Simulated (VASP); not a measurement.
# Sb in VASP: further runs

One slab, Sb, is run at these levels: PBE; tasks: relaxation of the atoms, single point.

Everything below comes from runs of VASP 6.6.1. Logs are shortened: lines on timing, memory, paths and dates and some standing lists are left out, and cuts for length are marked.

## (1) The structure

The cell holds a slab with vacuum, 2 atoms: a = 4.308 Å, b = 4.308 Å, c = 19.507 Å, α = 90.00°, β = 90.00°, γ = 120.00°.

The slab is cut from a database's or a generator's crystal, which needn't be the stable form of the element.

## (2) Relaxation of the atoms, PBE

Input file INCAR:

```
ALGO = Normal
DIPOL = 0.5 0.5 0.500
EDIFF = 1E-7
EDIFFG = -0.003
ENCUT = 520
GGA = PE
IBRION = 2
IDIPOL = 3
ISIF = 2
ISMEAR = 0
LASPH = T
LCHARG = F
LDIPOL = T
LREAL = F
LWAVE = F
NELM = 80
NSW = 100
PREC = Accurate
SIGMA = 0.05
```

Input file KPOINTS:

```
k-points
0
Gamma
  12 12 1
```

Input file POSCAR:

```
Sb
1.0
    4.3084000000      0.0000000000      0.0000000000
   -2.1542000000      3.7311838500      0.0000000000
    0.0000000000      0.0000000000     19.5067325300
Sb
2
Direct
    0.3333333330      0.6666666670      0.5386208333
    0.0000000000      0.0000000000      0.4613791667
```

Potentials or basis: VASP PAW PBE potentials, release 64 (Sb).

The run is started by

```sh
$ cat potpaw_PBE.64/Sb/POTCAR > POTCAR
$ mpirun -np 1 vasp_std > vasp.out
```

OUTCAR:

```text
EDIFF = 1E-7
   EDIFFG = -0.003
   ENCUT = 520
   GGA = PE
   IBRION = 2
   ISIF = 2
   ISMEAR = 0
   LASPH = T
   LREAL = F
   NELM = 80
   NSW = 100
   PREC = Accurate

 ion  position               nearest neighbor table
   1  0.333  0.667  0.539-   2 2.91   2 2.91   2 2.91
   2  0.000  0.000  0.461-   1 2.91   1 2.91   1 2.91

  LATTYP: Found a hexagonal cell.
 ALAT       =     4.3084000000
 C/A-ratio  =     4.5276048022

  Lattice vectors:

 A1 = (   4.3084000000,   0.0000000000,   0.0000000000)
 A2 = (  -2.1542000000,   3.7311838500,   0.0000000000)
 A3 = (   0.0000000000,   0.0000000000,  19.5067325300)

Analysis of symmetry for initial positions (statically):
=====================================================================
 Subroutine PRICEL returns:
 Original cell was already a primitive cell.

 Routine SETGRP: Setting up the symmetry group for a
 hexagonal supercell.

 Subroutine GETGRP returns: Found 12 space group operations
 (whereof  6 operations were pure point group operations)
 out of a pool of 24 trial point group operations.

The static configuration has the point symmetry C_3v.
 The point group associated with its full space group is D_3d.

Analysis of symmetry for dynamics (positions and initial velocities):
=====================================================================
 Subroutine PRICEL returns:
 Original cell was already a primitive cell.

 Routine SETGRP: Setting up the symmetry group for a
 hexagonal supercell.

 Subroutine GETGRP returns: Found 12 space group operations
 (whereof  6 operations were pure point group operations)
 out of a pool of 24 trial point group operations.

The dynamic configuration has the point symmetry C_3v.
 The point group associated with its full space group is D_3d.

 Subroutine INISYM returns: Found 12 space group operations
 (whereof  6 operations are pure point group operations),
 and found     1 'primitive' translations

----------------------------------------------------------------------------------------

                                     Primitive cell

  volume of cell :     313.5792

  direct lattice vectors                    reciprocal lattice vectors
     4.308400000  0.000000000  0.000000000     0.232104726  0.134005726  0.000000000
    -2.154200000  3.731183850  0.000000000     0.000000000  0.268011452  0.000000000
     0.000000000  0.000000000 19.506732530     0.000000000  0.000000000  0.051264352

  length of vectors
     4.308400000  4.308400000 19.506732530     0.268011452  0.268011452  0.051264352

  position of ions in fractional coordinates (direct lattice)
     0.333333333  0.666666667  0.538620833
     0.000000000  0.000000000  0.461379167

  ion indices of the primitive-cell ions
   primitive index   ion index
                 1           1
                 2           2

----------------------------------------------------------------------------------------

 KPOINTS: k-points

Automatic generation of k-mesh.
 Grid dimensions read from file:
 generate k-points for:   12   12    1

 Generating k-lattice:

  Cartesian coordinates                     Fractional coordinates (reciprocal lattice)
     0.019342060  0.011167144  0.000000000     0.083333333  0.000000000  0.000000000
     0.000000000  0.022334288  0.000000000     0.000000000  0.083333333  0.000000000
     0.000000000  0.000000000  0.051264352     0.000000000  0.000000000  1.000000000

  Length of vectors
     0.022334288  0.022334288  0.051264352

  Shift w.r.t. Gamma in fractional coordinates (k-lattice)
     0.000000000  0.000000000  0.000000000

 Subroutine IBZKPT returns following result:
 ===========================================

 Found     19 irreducible k-points:

 Following reciprocal coordinates:
            Coordinates               Weight
  0.000000  0.000000  0.000000      1.000000
  0.083333  0.000000  0.000000      6.000000
  0.166667  0.000000  0.000000      6.000000
  0.250000  0.000000  0.000000      6.000000
  0.333333 -0.000000  0.000000      6.000000
  0.416667  0.000000  0.000000      6.000000
[... 11 lines left out ...]
  0.333333  0.250000  0.000000     12.000000
  0.333333  0.333333  0.000000      2.000000
   k-points           NKPTS =     19   k-points in BZ     NKDIM =     19   number of bands    NBANDS=      9
   number of dos      NEDOS =    301   number of ions     NIONS =      2
   total plane-waves  NPLWV = 153600
   dimension x,y,z NGX =    32 NGY =   32 NGZ =  150
   dimension x,y,z NGXF=    64 NGYF=   64 NGZF=  300
   ions per type =               2
   NGX,Y,Z   is equivalent  to a cutoff of  12.35, 12.35, 12.78 a.u.
   NGXF,Y,Z  is equivalent  to a cutoff of  24.70, 24.70, 25.57 a.u.
 SYSTEM =  unknown system
   PREC   = accura    normal or accurate (medium, high low for compatibility)
   ISTART =      0    job   : 0-new  1-cont  2-samecut
   ICHARG =      2    charge: 1-file 2-atom 10-const
   ISPIN  =      1    spin polarized calculation?
   LNONCOLLINEAR =      F non collinear calculations
   LSORBIT =      F    spin-orbit coupling
   LASPH  =      T    aspherical Exc in radial PAW
   ENCUT  =  520.0 eV  38.22 Ry    6.18 a.u.   8.01  8.01 36.27*2*pi/ulx,y,z
   NELM   =     80;   NELMIN=  2; NELMDL= -5     # of ELM steps
   EDIFF  = 0.1E-06   stopping-criterion for ELM
   LREAL  =      F    real-space projection
   EDIFFG = -.3E-02   stopping-criterion for IOM
   NSW    =    100    number of steps for IOM
   IBRION =      2    ionic relax: 0-MD 1-quasi-New 2-CG
   NFREE  =      1    steps in history (QN), initial steepest desc. (CG)
   ISIF   =      2    stress and relaxation
   ISYM   =      2    0-nonsym 1-usesym 2-fastsym
   POTIM  = 0.5000    time-step for ionic-motion
   TEBEG  =    0.0;   TEEND  =   0.0 temperature during run
   PSTRESS=    0.0 pullay stress
   NELECT =      10.0000    total number of electrons
   NUPDOWN=      -1.0000    fix difference up-down
   EMIN   =  10.00;   EMAX   =-10.00  energy-range for DOS
   EFERMI =   0.00;   METHOD = LEGACY
   ISMEAR =     0;   SIGMA  =   0.05  broadening in eV -4-tet -1-fermi 0-gaus
   EFERMI_NEDOS =   21; number of points for ismear=-14 and -15
   IALGO  =     38    algorithm
   IMIX   =      4    mixing-type and parameters
     AMIX     =   0.40;   BMIX     =  1.00
     AMIX_MAG =   1.60;   BMIX_MAG =  1.00
  volume/ion in A,a.u.               =     156.79      1058.07
  Fermi-wavevector in a.u.,A,eV,Ry     =   0.519149  0.981050  3.666990  0.269516
  Thomas-Fermi vector in A             =   1.536385
   LORBIT       =      0    0 simple, 1 ext, 2 COOP (PROOUT), +10 PAW based schemes
   GGA     = PE    functional components
   LHFCALC =     F    Hartree Fock is set to
   AEXX    =    0.0000 exact exchange contribution
   IVDW    =     0    specifies the selected vdW correction
   LEPSILON=     F    determine dielectric tensor
   LRPA    =     F    only Hartree local field effects (RPA)
 conjugate gradient relaxation of ions
 non-spin polarized calculation
 Gauss-broadening in eV      SIGMA  =   0.05
  energy-cutoff  :      520.00
  volume of cell :      313.58
 maximum number of plane-waves:      8496
   NGX = 17   NGY = 17   NGZ = 73

--------------------------------------- Ionic step        1  -------------------------------------------

 number of electron      10.0000000 magnetization

 Free energy of the ion-electron system (eV)
  ---------------------------------------------------
  ext. energy  EPLUGINS =         0.00000000
  ---------------------------------------------------
  free energy    TOTEN  =        -8.01768605 eV

  energy without entropy =       -8.01768605  energy(sigma->0) =       -8.01768605

------------------------ aborting loop because EDIFF is reached ----------------------------------------

  FORCE on cell =-STRESS in cart. coord.  units (eV):
  Direction    XX          YY          ZZ          XY          YZ          ZX
  --------------------------------------------------------------------------------------
  -------------------------------------------------------------------------------------
  Total       -1.0265768     -1.0265768      0.8850256      0.0000000      0.0000000      0.0000000
  in kB       -5.2451129     -5.2451129      4.5218819      0.0000000      0.0000000      0.0000000
  external PRESSURE =      -1.9894480 kB  Pullay stress =       0.0000000 kB
[... 57 lines left out ...]
  energy  without entropy=       -8.0377211063  energy(sigma->0) =       -8.03772111

--------------------------------------- Ionic step        3  -------------------------------------------

 number of electron      10.0000000 magnetization

 dipolmoment           0.000000      0.000000      0.000000 electrons x Angstroem

 Free energy of the ion-electron system (eV)
  ---------------------------------------------------
  ext. energy  EPLUGINS =         0.00000000
  ---------------------------------------------------
  free energy    TOTEN  =        -8.03861294 eV

  energy without entropy =       -8.03861294  energy(sigma->0) =       -8.03861294

 E-fermi :  -2.6385     XC(G=0):  -2.6368

 val. band max:       -2.8997742082   @ k =   0.0833   0.0833   0.0000
 cond. band min:      -1.7769050195   @ k =   0.0000   0.0000   0.0000
 fundamental gap:      1.1228691887
 Fermi energy:        -2.6385206259

 k-point     1 :       0.0000    0.0000    0.0000
  band No.  band energies     occupation
      1     -13.5557      2.00000
      2      -8.8096      2.00000
      3      -3.0735      2.00000
      4      -3.0735      2.00000
      5      -2.9219      2.00000
      6      -1.7769      0.00000
      7      -0.2507      0.00000
      8      -0.2507      0.00000
      9       1.7480      0.00000
[... 205 lines left out ...]
 k-point    19 :       0.3333    0.3333    0.0000
  band No.  band energies     occupation
      1     -11.1297      2.00000
      2     -11.1297      2.00000
      3      -5.9662      2.00000
      4      -4.2930      2.00000
      5      -4.2930      2.00000
      6      -0.8835      0.00000
      7       0.8081      0.00000
      8       0.8081      0.00000
      9       3.8160      0.00000

------------------------ aborting loop because EDIFF is reached ----------------------------------------

 vacuum level on the upper side and lower side of the slab       (xc-potential included)        -0.094        -0.094

  FORCE on cell =-STRESS in cart. coord.  units (eV):
  Direction    XX          YY          ZZ          XY          YZ          ZX
  --------------------------------------------------------------------------------------
  -------------------------------------------------------------------------------------
  Total       -1.4818065     -1.4818065     -0.0036945      0.0000000      0.0000000      0.0000000
  in kB       -7.5710285     -7.5710285     -0.0188765      0.0000000      0.0000000      0.0000000
  external PRESSURE =      -5.0536445 kB  Pullay stress =       0.0000000 kB

 VOLUME and BASIS-vectors are now :
 -----------------------------------------------------------------------------
  energy-cutoff  :      520.00
  volume of cell :      313.58
      direct lattice vectors                 reciprocal lattice vectors
     4.308400000  0.000000000  0.000000000     0.232104726  0.134005726  0.000000000
    -2.154200000  3.731183850  0.000000000     0.000000000  0.268011452  0.000000000
     0.000000000  0.000000000 19.506732530     0.000000000  0.000000000  0.051264352
[... 8 lines left out ...]
  FREE ENERGIE OF THE ION-ELECTRON SYSTEM (eV)
  ---------------------------------------------------
  free  energy   TOTEN  =        -8.0386129381 eV

  energy  without entropy=       -8.0386129381  energy(sigma->0) =       -8.03861294

 reached required accuracy - stopping structural energy minimisation

 vacuum level on the upper side and lower side of the slab         2.130         2.131
```

It took 2.4 min on 1 thread of Intel Xeon Platinum 8559C (Emerald Rapids), shared host; peak memory 0.42 GiB.

Results:

- Free energy: -8.0386 eV
- Energy gained by relaxing: 10.5 meV/atom
- Ionic steps: 3
- Band gap on the k mesh: 1.12 eV, indirect (least direct gap 1.15 eV)

Step by step:
```csv
step,energy change (eV),largest force (eV/Å),pressure (GPa)
1,0.0000,0.5888,-0.20
2,-0.0200,0.1206,-0.44
3,-0.0209,0.0011,-0.51
```

Final structure:
```
Sb
1.0
     4.30840    0.00000    0.00000
    -2.15420    3.73118    0.00000
     0.00000    0.00000   19.50673
Sb
2
Direct
  0.33333 0.66667 0.54046
  0.00000 0.00000 0.45954
```

Caveat: spin-orbit coupling is left out, which moves the levels of the heavy elements.

## (3) Single point, PBE

Input file INCAR:

```
SYSTEM = Sb
PREC = Accurate ; ENCUT = 520
EDIFF = 1E-7 ; ISMEAR = 0
SIGMA = 0.05 ; LREAL = .False.
LASPH = .True. ; NELM = 80
ALGO = Normal ; ISIF = 2
LWAVE = .False. ; LCHARG = .False.
LDIPOL = .True. ; IDIPOL = 3
DIPOL = 0.5 0.5 0.500 ; GGA = PE
NBANDS = 12 ; LVHAR = .True.
LVACPOTAV = .True.
```

Input file KPOINTS:

```
Automatic mesh
0
Gamma
  12 12 1
  0 0 0
```

Input file POSCAR:

```
Sb                                      
1.0
    4.3084000000      0.0000000000      0.0000000000
   -2.1542000000      3.7311838500      0.0000000000
    0.0000000000      0.0000000000     19.5067325300
  Sb            
     2
Direct
     0.3333333329999988    0.6666666670000012    0.5404649243971418
     0.0000000000000000    0.0000000000000000    0.4595350756028582
```

Potentials or basis: VASP PAW PBE potentials, release 64 (Sb).

The run is started by

```sh
$ cat potpaw_PBE.64/Sb/POTCAR > POTCAR
$ mpirun -np 1 vasp_std > vasp.out
```

Wall time 63 s (1 thread of Intel Xeon Platinum 8559C (Emerald Rapids), shared host); peak memory 0.38 GiB.

Results (log left out):

```yaml
Free_energy: -8.0386 eV
Band_gap_on_the_k_mesh: 1.12 eV, indirect (least direct gap 1.15 eV)
Ionisation_potential_of_the_upper_face: 5.12 eV
```

Levels at points of the mesh, in eV from the valence-band top:
```tsv
k point	band 2	band 3	band 4	band 5	band 6	band 7	band 8	band 9
(0.00, 0.00, 0.00)	-5.91	-0.17	-0.17	-0.02	1.12	2.65	2.65	4.65
(0.50, 0.00, 0.00)	-7.54	-2.45	-1.48	-1.00	1.65	2.89	3.59	5.45
```

Caveat: spin-orbit coupling is left out, which moves the levels of the heavy elements. A hybrid or GW would open this gap; PBE tends to underestimate it.
